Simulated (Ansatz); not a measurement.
CaF2:
```yaml
crystal:
  lattice:
    - [0.00000, 2.75545, 2.75545]
    - [2.75545, 0.00000, 2.75545]
    - [2.75545, 2.75545, 0.00000]
  atoms:
    - { symbol: Ca, position: [0.00000, 0.00000, 0.00000] }
    - { symbol: F, position: [0.25000, 0.25000, 0.25000] }
    - { symbol: F, position: [0.75000, 0.75000, 0.75000] }
```

Relaxed with PBE.

Task: Decompose the optical modes at the zone centre into irreducible representations, and say which are infrared and Raman allowed.

Result: Point group m-3m: Γ_opt = T1u + T2g. Infrared: T1u. Raman: T2g.

Task: Assign frequencies (DFPT, plane-wave PAW PBE (Ansatz code); without the LO–TO term).

Result: T1u 228, T2g 306 cm⁻¹.

Space group Fm-3m (fluorite). The cell was relaxed with PBE under the symmetry of its start; phonons on a q-mesh show no instability.

Potentials: the later of the program's two PAW sets.
